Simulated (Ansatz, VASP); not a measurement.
LiH in VASP and in Ansatz

```
Li H
1.0
     0.00000    1.99847    1.99847
     1.99847    0.00000    1.99847
     1.99847    1.99847    0.00000
Li H
1 1
Direct
  0.00000 0.00000 0.00000
  0.50000 0.50000 0.50000
```

Alike in both runs: task single point; functional HSE06; k mesh 6 × 6 × 6; no spin polarisation.

```csv
,VASP,Ansatz
version,VASP 6.6.1,Ansatz 0.2.0
potentials or method,"VASP PAW PBE potentials, release 64 (Li_sv, H)","plane waves, PAW"
plane-wave cutoff (eV),520,420
occupations,"gaussian, width 0.01 eV",fixed
valence electrons in the cell,4,4
```

```csv
,VASP,Ansatz,Ansatz less VASP
gap on the k mesh at the Fermi level (eV),3.97,3.97,+0.002
```

Ansatz warned: «stress_exchange_threshold_loose».

Caveats: the k mesh is coarse (spacing up to 0.45 Å⁻¹), so the values aren't converged, least of all with exact exchange. A k mesh can miss the band edges.
